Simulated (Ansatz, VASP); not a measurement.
# Te: VASP beside Ansatz

Wanted: the spread between two codes on one cell, functional and k mesh.

Program: Ansatz 0.2.0. Level of theory: plane waves, with VASP 6.6.1 beside it; band structure at LDA, band structure at LDA, spin-orbit coupling and single point at LDA, spin-orbit coupling. Results are calculated unless marked as measured.

This is not the structure that Te takes at ambient pressure and room temperature (space group No. 152 or space group No. 154); it is a model or a phase of other conditions.

## (1) The structure

Symmetry: C2/m, No. 12, monoclinic system. Conventional cell: a = 7.641 Å, b = 4.296 Å, c = 5.977 Å, α = 90.00°, β = 90.90°, γ = 90.00°. Nearest to Te lie 5 Te at 3.03 to 3.31 Å. Te has 6 Te at 3.09 to 3.31 Å nearest.

## (2) VASP: band structure, LDA

With cell and atoms fixed, the geometry can't cause a difference; cores, projectors, grids and the points listed under the comparison can.

Lines of VASP's logs that name or quote its potential files are left out, and so is its time.

File INCAR:

```
SYSTEM = Te
PREC = Accurate
ENCUT = 400
EDIFF = 1E-06
NELM = 100
ISMEAR = -1
SIGMA = 0.05
LREAL = .FALSE.
ALGO = Normal
GGA = CA
NBANDS = 22
LORBIT = 11
LWAVE = .FALSE.
LCHARG = .FALSE.
KPAR = 4
```

File POSCAR:

```
Te
1.0
    3.8202894285     -2.1482026000      0.0000000000
    3.8202894285      2.1482026000      0.0000000000
   -0.0942908673      0.0000000000      5.9760906531
Te
3
Direct
    0.6905533900      0.6905533900      0.6611905100
    0.3094466100      0.3094466100      0.3388094900
    0.0000000000      0.0000000000      0.0000000000
```

File KPOINTS:

```
Automatic mesh
0
Gamma
7 7 5
0 0 0
```

File KPOINTS_OPT:

```
Line mode
16
Line-mode
Reciprocal
  0.00000000   0.00000000   0.00000000 GAMMA
  0.50000000   0.50000000  -1.00000000 Y

  0.50000000   0.50000000  -1.00000000 Y
  0.10634868   0.10634868  -1.47794325 F

  0.10634868   0.10634868  -1.47794325 F
  0.50000000   0.50000000  -0.50000000 L

  0.50000000   0.50000000  -0.50000000 L
  0.67252566   0.32747434  -0.50000000 I

  0.32747434  -0.32747434   0.50000000 I1
  0.00000000   0.00000000   0.50000000 Z

  0.00000000   0.00000000   0.50000000 Z
  0.89365132   0.89365132   0.47794325 F1

  0.50000000   0.50000000  -1.00000000 Y
  0.54490434   0.45509566  -1.00000000 X1

  0.45509566  -0.45509566   0.00000000 X
  0.00000000   0.00000000   0.00000000 GAMMA

  0.00000000   0.00000000   0.00000000 GAMMA
  0.50000000   0.00000000  -0.50000000 N

  0.50000000   0.00000000   0.00000000 M
  0.00000000   0.00000000   0.00000000 GAMMA
```

Potentials, in the order of the species: Te (LDA family, release 64).

Command:

```console
$ mpirun -np 4 vasp_std
```

Numbers of over 12 decimals in the logs are rounded to 6 here.

The program printed:

```text
[banner, memory and clock lines left out]
running    4 mpi-ranks, on    1 nodes
 distrk:  each k-point on    1 cores,    4 groups
 distr:  one band on    1 cores,    1 groups

 POSCAR found type information on POSCAR Te
 POSCAR found :  1 types and       3 ions
 LDA part: xc-table for (Slater(with rela. corr.)+CA(PZ))
 , standard interpolation
 POSCAR, INCAR and KPOINTS ok, starting setup
 FFT: planning ... GRIDC
 FFT: planning ... GRID_SOFT
 FFT: planning ... GRID
 WAVECAR not read
 entering main loop
       N       E                     dE             d eps       ncg     rms          rms(c)
DAV:   1     0.517863019995E+02    0.51786E+02   -0.51973E+03  3168   0.518E+02
DAV:   2    -0.787800983266E+01   -0.59664E+02   -0.56989E+02  4204   0.101E+02
DAV:   3    -0.112652947503E+02   -0.33873E+01   -0.33512E+01  3952   0.238E+01
DAV:   4    -0.113206279406E+02   -0.55333E-01   -0.55322E-01  3884   0.370E+00
DAV:   5    -0.113218357167E+02   -0.12078E-02   -0.12078E-02  4064   0.509E-01    0.124E+01
DAV:   6    -0.112944096881E+02    0.27426E-01   -0.30763E-02  3684   0.774E-01    0.757E+00
DAV:   7    -0.112887980528E+02    0.56116E-02   -0.26232E-02  3684   0.702E-01    0.633E-01
DAV:   8    -0.112881652910E+02    0.63276E-03   -0.34094E-03  3732   0.276E-01    0.238E-01
DAV:   9    -0.112879732183E+02    0.19207E-03   -0.40363E-04  3880   0.915E-02    0.110E-01
DAV:  10    -0.112879534848E+02    0.19733E-04   -0.15354E-04  3716   0.481E-02    0.348E-02
DAV:  11    -0.112879485904E+02    0.48944E-05   -0.23037E-05  3642   0.214E-02    0.176E-02
DAV:  12    -0.112879486306E+02   -0.40226E-07   -0.14195E-06  3160   0.525E-03
   1 F= -.11287949E+02 E0= -.11284173E+02  d E =-.755177E-02
 Start KPOINTS_OPT (optional k-point list driver)
k-point batch [1-72\160]
       N       E                     dE             ncg
DAV:   1     0.555647001194E+04   -0.19840E+05     3168
DAV:   2     0.115120463192E+04   -0.44053E+04     4172
DAV:   3     0.891528929566E+03   -0.25968E+03     3946
DAV:   4     0.887245638972E+03   -0.42833E+01     4032
DAV:   5     0.887159934392E+03   -0.85705E-01     4024
DAV:   6     0.887156339700E+03   -0.35947E-02     4262
DAV:   7     0.887156266874E+03   -0.72826E-04     3756
DAV:   8     0.887156263472E+03   -0.34022E-05     2940
DAV:   9     0.887156263341E+03   -0.13060E-06     2604
[...]
k-point batch [145-160\160]
       N       E                     dE             ncg
DAV:   1     0.202131383992E+05   -0.24376E+04      704
DAV:   2     0.192234306294E+05   -0.98971E+03      942
DAV:   3     0.191599962637E+05   -0.63434E+02      858
DAV:   4     0.191589651607E+05   -0.10311E+01      894
DAV:   5     0.191589459221E+05   -0.19239E-01      892
DAV:   6     0.191589451553E+05   -0.76679E-03      920
DAV:   7     0.191589451329E+05   -0.22455E-04      866
DAV:   8     0.191589451319E+05   -0.97977E-06      688
```

From OUTCAR (step 2):

```text
ion  position               nearest neighbor table
   1  0.691  0.691  0.661-   2 3.03   2 3.03   3 3.09   3 3.31   3 3.31   2 3.47
   2  0.309  0.309  0.339-   1 3.03   1 3.03   3 3.09   3 3.31   3 3.31   1 3.47
   3  0.000  0.000  0.000-   1 3.09   2 3.09   1 3.31   1 3.31   2 3.31   2 3.31

  LATTYP: Found a base centered monoclinic cell.
 ALAT       =     7.6405788570
 B/A-ratio  =     0.5623140969
 C/A-ratio  =     0.7822489081
 COS(beta)  =    -0.0157760547

 Subroutine GETGRP returns: Found  4 space group operations
 (whereof  4 operations were pure point group operations)

The static configuration has the point symmetry C_2h.

 Found     72 irreducible k-points:

   k-points           NKPTS =     72   k-points in BZ     NKDIM =     72   number of bands    NBANDS=     22

   dimension x,y,z NGX =    30 NGY =   30 NGZ =   40
   dimension x,y,z NGXF=    60 NGYF=   60 NGZF=   80

   ENCUT  =  400.0 eV  29.40 Ry    5.42 a.u.   7.15  7.15  9.75*2*pi/ulx,y,z

   NELECT =      18.0000    total number of electrons

 k-points in reciprocal lattice and weights: Automatic mesh
   0.00000000  0.00000000  0.00000000       0.004
   0.14285714  0.00000000  0.00000000       0.016
   0.28571429  0.00000000  0.00000000       0.016
   0.42857143  0.00000000  0.00000000       0.016
   0.14285714  0.14285714  0.00000000       0.008
   0.28571429  0.14285714  0.00000000       0.016
   0.42857143  0.14285714  0.00000000       0.016
  -0.42857143  0.14285714 -0.00000000       0.016
  -0.28571429  0.14285714 -0.00000000       0.016
[...]
-0.14285714 -0.28571429  0.40000000       0.016
  -0.14285714 -0.14285714  0.40000000       0.008

 average (electrostatic) potential at core
       1 -89.5442       2 -89.5442       3 -89.3012

 E-fermi :   6.3200

 k-point     1 :       0.0000    0.0000    0.0000
  band No.  band energies     occupation
    ...
      5       3.6135      2.00000
      6       4.0464      2.00000
      7       4.2557      2.00000
      8       4.6663      2.00000
      9       4.8824      2.00000
     10       7.2483      0.00000
     11       7.2829      0.00000
     12       7.8155      0.00000
     13      10.9946      0.00000
     14      11.3940      0.00000
    ...

 k-point     2 :       0.1429    0.0000    0.0000
  band No.  band energies     occupation
    ...
      5       2.9523      2.00000
      6       3.3606      2.00000
      7       5.0436      2.00000
      8       5.1743      2.00000
      9       6.0892      1.98041
     10       6.4908      0.06359
     11       7.0525      0.00000
     12       7.4793      0.00000
     13      10.4965      0.00000
     14      11.1714      0.00000
    ...

 k-point     3 :       0.2857    0.0000    0.0000
  band No.  band energies     occupation
    ...
      5       2.1416      2.00000
      6       2.7026      2.00000
      7       4.3225      2.00000
      8       5.5232      2.00000
      9       5.6737      2.00000
     10       6.6790      0.00152
     11       6.9952      0.00000
     12       8.3002      0.00000
     13       9.3893      0.00000
     14      11.8756      0.00000
    ...

  Total       -1.6687209     -1.5311554     -1.9132710      0.0000000      0.0000000     -0.0122902
  in kB      -27.2568464    -25.0098547    -31.2513215      0.0000000      0.0000000     -0.2007478
  external PRESSURE =     -27.8393408 kB  Pullay stress =       0.0000000 kB

  energy-cutoff  :      400.00
  volume of cell :       98.09
      direct lattice vectors                 reciprocal lattice vectors
     3.820289429 -2.148202600  0.000000000     0.130880136 -0.232752721  0.002065029
     3.820289429  2.148202600  0.000000000     0.130880136  0.232752721  0.002065029
    -0.094290867  0.000000000  5.976090653     0.000000000  0.000000000  0.167333472

 POSITION                                       TOTAL-FORCE (eV/Angst)
 -----------------------------------------------------------------------------------
      5.21388      0.00000      3.95133        -0.073734      0.000000      0.033908
      2.33240      0.00000      2.02476         0.073734      0.000000     -0.033908
      0.00000      0.00000      0.00000        -0.000000      0.000000      0.000000
 -----------------------------------------------------------------------------------
    total drift:                               -0.000000     -0.000000     -0.000000

  FREE ENERGIE OF THE ION-ELECTRON SYSTEM (eV)
  ---------------------------------------------------
  free  energy   TOTEN  =       -11.2879486306 eV

  energy  without entropy=      -11.2803968648  energy(sigma->0) =      -11.28417275

 total charge
# of ion       s       p       d       tot
------------------------------------------
    1        1.449   1.783   0.046   3.279
    2        1.449   1.783   0.046   3.279
    3        1.445   1.797   0.040   3.282
--------------------------------------------------
tot          4.343   5.363   0.133   9.839

[... 3 further parts left out ...]
```

The path was typed for another setting of this lattice: F, F1, X, X1 and Y lie outside the first zone, so these labels don't mark the standard points and true extrema may be missed. At this level the cell is under a tension of 2.8 GPa, so at these settings it is away from equilibrium.

## (3) Ansatz: band structure, LDA

Ansatz runs on its default PAW (the set named soft_2) files.

The same cell, functional (in two slightly different forms), mesh and smearing now go to Ansatz, which takes its cutoff from its data sets.

File input.yaml:

```yaml
crystal:
  lattice:
    - [3.8202894285, -2.1482026, 0.0]
    - [3.8202894285, 2.1482026, 0.0]
    - [-0.0942908673, 0.0, 5.9760906531]
  atoms:
    - { symbol: Te, position: [0.69055339, 0.69055339, 0.66119051] }
    - { symbol: Te, position: [0.30944661, 0.30944661, 0.33880949] }
    - { symbol: Te, position: [0.0, 0.0, 0.0] }
hamiltonian:
  xc: lda
  pseudopotentials: { kind: paw }
kpoints:
  mp_grid: { grid: [7, 7, 5] }
  band_path:
    path:
      - [0.0, 0.0, 0.0]
      - [0.16667, 0.16667, -0.33333]
      - [0.33333, 0.33333, -0.66667]
      - [0.5, 0.5, -1.0]
      - [0.36878, 0.36878, -1.15931]
      - [0.21132, 0.21132, -1.35049]
      - [0.10635, 0.10635, -1.47794]
      - [0.26381, 0.26381, -1.08677]
      - [0.39503, 0.39503, -0.76078]
      - [0.5115, 0.4885, -0.5]
      - [0.56901, 0.43099, -0.5]
      - [0.63802, 0.36198, -0.5]
      - [0.30564, -0.30564, 0.5]
      - [0.17465, -0.17465, 0.5]
      - [0.06549, -0.06549, 0.5]
      - [0.11915, 0.11915, 0.49706]
      - [0.41704, 0.41704, 0.48971]
      - [0.7745, 0.7745, 0.48088]
      - [0.50599, 0.49401, -1.0]
      - [0.52395, 0.47605, -1.0]
      - [0.53892, 0.46108, -1.0]
      - [0.36408, -0.36408, 0.0]
      - [0.21238, -0.21238, 0.0]
      - [0.03034, -0.03034, 0.0]
      - [0.1, 0.0, -0.1]
      - [0.3, 0.0, -0.3]
      - [0.46667, 0.0, -0.46667]
      - [0.36667, 0.0, 0.0]
      - [0.2, 0.0, 0.0]
      - [0.0, 0.0, 0.0]
    npoints: 1
scf:
  occupations: { method: fermi_dirac, width: 0.05 }
  n_extra_bands: 7
output:
  forces: true
  stress: true
  eigenvalues: true
```

Command:

```console
$ ansatz run input.yaml --threads 2 --pin off --max-ram 4608MiB --backend cpu --events-out ev --progress --plain --runs-dir out
```

The program printed:

```text
scf.n_extra_bands = 7 over 24 filled bands (N_el = 48.0): the run solves 31 bands
Engine: ansatz 0.2.0, aarch64-unknown-linux-gnu
Pseudopotentials: kind: paw
Pseudopotential: Te, paw, valence charge 16, recommended cutoff 420 eV (normal), Te.paw.azcp
Functional definition: SPW92
  exchange = slater_x
  correlation = pw_c
Crystal: 3 atoms, lattice volume = 98.089 Å³
Basis set: ecut = 420 eV, 1937 PW (Γ)
Bands: 31, of which v1, the nominal top of the filled ones, is band 24 counted from 1 (23 counted from 0)
Symmetry: 4 space group operations
Space group: C2/m (ITA 12), of the structure as read, at distance tolerance 4.6e-5 Å
k-points: 72 of 245
Non-local potential: Te, projectors of the file, l = 0: 2, l = 1: 2, l = 2: 2, l = 3: 2
PAW form: soft (Blöchl's): semilocal exchange-correlation on the pseudo side does not see the compensation charge
PAW frozen core: Te, regenerated for the run's functional, and the local potential with it (the file was generated under x = pbe(κ = 0.804, μ = 0.219515), c = pbe(β = 0.066725))
PAW one-centre angular grid: Te, 590 points (default); XC on 64 Gauss nodes
Initial density: superposition of atomic densities (neutral atoms: chi_scale 0, normalization atom), corrected by the library's trained network
Initial wavefunctions: pseudopotential atomic-orbital guess
Functional: x = slater, c = lda
SCF iter   1: F=—  HF=-20481.473030 eV  |F-HF|=—  |Δ(HF+E_count)|=         —  Δρ=4.69e-3  dr2=1.15e-2  ethr=1.77e-3  ⟨swp⟩=8.2  Hψ=10939  notcnv=0  defer=8
preconditioner: auto → LDOS  [metal: Δε(μ)=0.052 eV  Ē_g=9.828 eV  σ=0.050 eV  W_gap=0.25  n_scr=22 (ndim 8)  ℏωp=15.9 eV  f_vac=0.016  D(μ)=0.84/eV (n_scr^D=2)  β→1.0]
SCF iter   2: F=—  HF=-20481.465791 eV  |F-HF|=—  |Δ(HF+E_count)|=   7.24e-3  Δρ=1.23e-3  dr2=2.27e-3  ethr=2.40e-5  ⟨swp⟩=2.0  Hψ=4704  notcnv=0  defer=53
SCF iter   3: F=—  HF=-20481.465195 eV  |F-HF|=—  |Δ(HF+E_count)|=   5.97e-4  Δρ=6.64e-4  dr2=6.22e-4  ethr=4.72e-6  ⟨swp⟩=2.0  Hψ=4059  notcnv=0  defer=53
SCF iter   4: F=—  HF=-20481.464981 eV  |F-HF|=—  |Δ(HF+E_count)|=   2.14e-4  Δρ=1.14e-4  dr2=1.73e-5  ethr=1.30e-6  ⟨swp⟩=2.0  Hψ=3852  notcnv=0  defer=53
SCF iter   5: F=—  HF=-20481.464973 eV  |F-HF|=—  |Δ(HF+E_count)|=   7.26e-6  Δρ=2.35e-5  dr2=1.12e-6  ethr=3.61e-8  ⟨swp⟩=2.0  Hψ=3877  notcnv=0  defer=53
SCF iter   6: F=-20481.464973 eV  HF=-20481.464973 eV  |F-HF|=1.17e-8  |Δ(HF+E_count)|=   2.36e-7  Δρ=5.39e-6  dr2=2.86e-8  ethr=2.08e-10  ⟨swp⟩=8.2  Hψ=12024  notcnv=0
SCF 1 converged in 6 iterations: F = -20481.464973 eV  dr2 = 2.86e-8
  greatest PAW one-centre occupation: 0.999 electrons in one spin orbital (limit 2), on the Te atom at site 2 (counted from 0), in its partial waves of l = 2
NSCF: frozen V_eff on 30 k-points
SCF converged after 6 iterations
Free energy (F): -20481.464973 eV
Harris-Foulkes:  -20481.464973 eV  (|F-HF|=1.17e-8)
Internal energy: -20481.457533 eV  (E = F + TS)
E sigma→0 (E₀):  -20481.461253 eV
Entropy (-TS):   -0.007440 eV (-2.480 meV/atom)
Fermi energy:    9.077498 eV
--- Per-component energies (eV) ---
  E_band       = -784.834937
  E_kinetic    = 543.281199
  E_local      = -3669.499029  (includes V_loc(G=0)·N_el)
  E_nonlocal   = -915.136972
  E_hartree    = 2357.835005
  E_xc         = -370.981920
  E_vxc        = -313.688823  (∫ρ·V_xc dr)
  E_paw        = -13528.645327  (= ΣΔE_a)
  E_vpaw       = -1145.460690  (= ΣTr[D̂ρ^β])
  E_aug_tail   = -0.000634  (compensation charges beyond the density's cutoff)
  E_ewald      = -4900.345838
  E_core_change = 2.035984  (= ΣΔE_core)
  E_smearing   = -0.007440  (= −TS)
  E_closure    = -0.000000  (closes the sum)
  Σ components = -20481.464973   (vs F -20481.464973, Δ=0.00e0)
--- Forces (eV/Å), atoms counted from 1 ---
  atom   1  Te    -0.06028510     0.00000000     0.02698606
  atom   2  Te     0.06028510    -0.00000000    -0.02698606
  atom   3  Te     0.00000000     0.00000000    -0.00000000
  max |Σ_I F_I| component: 3.47e-18 eV/Å
--- Stress (GPa, compression-positive) ---
       -2.764038       0.000000      -0.018528
        0.000000      -2.559701      -0.000000
       -0.018527      -0.000000      -3.222279
  P = ⅓ Tr σ = -2.8487 GPa (-28.487 kbar)
--- Band table (eV; the first three rows and the last of 72) ---
  k-point 0: bands = [... 20 lower, 6.7922, 7.0121, 7.4286, 7.6451, 10.0106, 10.0419, 10.5749, 13.8248, ... 3 higher]
  k-point 1: bands = [... 20 lower, 6.4998, 7.5527, 7.6284, 7.7910, 9.6921, 9.7113, 10.1582, 13.2778, ... 3 higher]
  k-point 2: bands = [... 20 lower, 6.4627, 7.8184, 8.1585, 8.3816, 9.0924, 9.1256, 9.3918, 12.9258, ... 3 higher]
  k-point 71: bands = [... 20 lower, 5.1455, 6.7724, 8.0317, 8.2805, 10.1215, 10.2679, 11.3495, 13.2580, ... 3 higher]
```

The job ended after 15 s (2 threads of Arm Neoverse N1, shared host; peak memory 0.43 GiB).

## (4) Side by side

Known differences besides the potentials themselves: the two LDA forms differ slightly; the data sets hold 48 valence electrons in Ansatz (default PAW (the set named soft_2) files) and 18 in VASP; the cutoff is 420 eV in Ansatz and 400 eV in VASP; VASP's log shows a relativistic correction to its local exchange, Ansatz's none. Total energies have different zeros and are not compared.

Compared:

| quantity | Ansatz | VASP | difference |
| --- | --- | --- | --- |
| pressure (GPa) | -2.85 | -2.78 | -0.06 |

Forces (eV/Å; atoms numbered as in POSCAR):

| atom | Ansatz x, y, z | VASP x, y, z |
| --- | --- | --- |
| Te1 | -0.060, 0.000, 0.027 | -0.074, 0.000, 0.034 |
| Te2 | 0.060, 0.000, -0.027 | 0.074, 0.000, -0.034 |
| Te3 | 0.000, 0.000, 0.000 | 0.000, 0.000, 0.000 |

The forces differ by 7.1 meV/Å r.m.s., which is 18.6 % of the r.m.s. force of 0.04 eV/Å (both taken over all components). Levels from 3 eV below to 2 eV above the Fermi level differ by 5 meV r.m.s. and 12 meV at most; each VASP level is matched to the nearest of Ansatz, which flatters the figure a little. Ansatz's pressure holds a Pulay correction of 0.04 GPa; VASP's holds none.

## (5) What the set-up changes

Further runs change the set-up of one program: Ansatz's method, potentials or start, or VASP's data sets, cutoff or form of LDA. The table gives Ansatz less VASP for each quantity, since a change that brings one quantity closer may part another.

| run | r.m.s. force difference (meV/Å) | pressure (GPa) |
| --- | --- | --- |
| as above | 7.1 | -0.065 |
| Ansatz's all-electron LAPW method | 8.5 | -0.045 |

## (6) Ansatz: band structure, LDA, spin-orbit coupling

With cell and atoms fixed, the geometry can't cause a difference; cores, projectors, grids and the points listed under the comparison can.

input.yaml: that of step 3 with these lines changed.

```diff
@@ -11,3 +11,6 @@
   xc: lda
-  pseudopotentials: { kind: paw }
+  pseudopotentials: { kind: paw_fr }
+magnetization:
+  noncollinear: true
+  spin_orbit: true
 kpoints:
@@ -49,3 +52,3 @@
   occupations: { method: fermi_dirac, width: 0.05 }
-  n_extra_bands: 7
+  n_extra_bands: 14
 output:
```

The program printed:

```text
[...]
non-collinear run that drives no moment, with spin-orbit: no starting moment large enough to seed its density (crystal.atoms[].spin), no starting occupations that ask for one, no magnetisation constraint and no magnetic field, so the semilocal B_xc is pinned to zero
Crystal: 3 atoms, lattice volume = 98.089 Å³
Basis set: ecut = 420 eV, 1937 PW (Γ)
[...]
k-point 1: bands = [... 44 lower, 7.7815, 7.7815, 7.9546, 7.9546, 9.1554, 9.1554, 10.0182, 10.0182, ... 10 higher]
  k-point 2: bands = [... 44 lower, 8.0396, 8.0396, 8.5421, 8.5421, 8.8195, 8.8195, 9.3639, 9.3639, ... 10 higher]
  k-point 71: bands = [... 44 lower, 7.8850, 7.8850, 8.4471, 8.4471, 10.0662, 10.0662, 10.2208, 10.2208, ... 10 higher]
[key lines of the parts left out:]
SCF converged after 8 iterations
Magnetization: |M| = 0.0000 μB,  M = (+0.0000, +0.0000, +0.0000) μB
Free energy (F): -20489.334147 eV
Fermi energy:    9.046186 eV
P = ⅓ Tr σ = -2.5254 GPa (-25.254 kbar)
```

The job ended after 1.8 min (2 threads; peak memory 0.9 GiB).

[end of part 1 of 2]

[Lines on the potential files, build, host, timing and source positions are cut from VASP's logs without a mark.]

[Logs are printed without paths, hosts, clocks, repeated set-up lines and the standing remarks that a program may print on its own settings, such as how far it seeks lower states.]

[Hosts, paths, dates, database ids (printed as entryN), source tags and the programs' standing remarks are cut or masked in the printed files.]
